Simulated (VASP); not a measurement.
## NaF: relaxation of cell and atoms with PBE

Crystal: NaF.

```
Na F
1.0
     0.00000    2.31500    2.31500
     2.31500    0.00000    2.31500
     2.31500    2.31500    0.00000
Na F
1 1
Cartesian
  0.0000 0.0000 0.0000
  2.3150 2.3150 2.3150
```

The cell was built by a generator and needn't be a form met in nature.

```json
{
 "Program": "VASP 6.6.1",
 "Task": "relaxation of cell and atoms",
 "Functional": "PBE",
 "Potentials or basis": "VASP PAW PBE potentials, release 64 (Na_pv, F)",
 "Cutoff": "600 eV",
 "k mesh": "10 × 10 × 10",
 "Occupations": "gaussian, width 0.02 eV",
 "Spin": "no spin polarisation",
 "Further INCAR settings": "ALGO = Normal; EDIFF = 1e-06; IBRION = 2; EDIFFG = -0.005; NSW = 40; ISIF = 3"
}
```

The relaxed volume is 12.93 Å³/atom, the relaxed cell is a = 3.319 Å, b = 3.319 Å, c = 3.319 Å, α = 60.00°, β = 60.00°, γ = 60.00° and the space group after relaxing (to 0.05 Å) is Fm-3m (No. 225). The energy gained by relaxing is 3.3 meV/atom. The ionic steps are 4. The pressure after relaxing is 0.0 GPa and the band gap on the k mesh is 6.10 eV, direct.

The path:
| step | energy change (eV) | largest force (eV/Å) | pressure (GPa) | volume (Å³) |
| --- | --- | --- | --- | --- |
| 1 | 0.0000 | 0.0000 | 2.05 | 24.81 |
| 2 | -0.0052 | 0.0000 | 0.81 | 25.39 |
| 3 | -0.0064 | 0.0000 | 0.25 | 25.71 |
| 4 | -0.0065 | 0.0000 | 0.01 | 25.85 |

Final structure:
```yaml
crystal:
  lattice:
    - [0.00000, 2.34693, 2.34693]
    - [2.34693, 0.00000, 2.34693]
    - [2.34693, 2.34693, 0.00000]
  atoms:
    - { symbol: Na, position: [0.00000, 0.00000, 0.00000] }
    - { symbol: F, position: [0.50000, 0.50000, 0.50000] }
```

Levels at points of the mesh, in eV from the valence-band top:
```csv
k point,band 5,band 6,band 7,band 8,band 9,band 10
"(0.00, 0.00, 0.00)",0.00,0.00,0.00,6.10,18.70,18.70
"(0.50, 0.00, 0.00)",-1.51,-0.23,-0.23,10.55,12.14,19.69
"(0.50, 0.50, 0.00)",-1.21,-0.39,-0.39,12.84,13.17,13.23
```

Wall time 9.5 s on 4 MPI ranks on Intel(R) Xeon(R) 6975P-C (Granite Rapids), on a shared host, peak memory 0.15 GiB a rank.

A k mesh can miss the band edges.
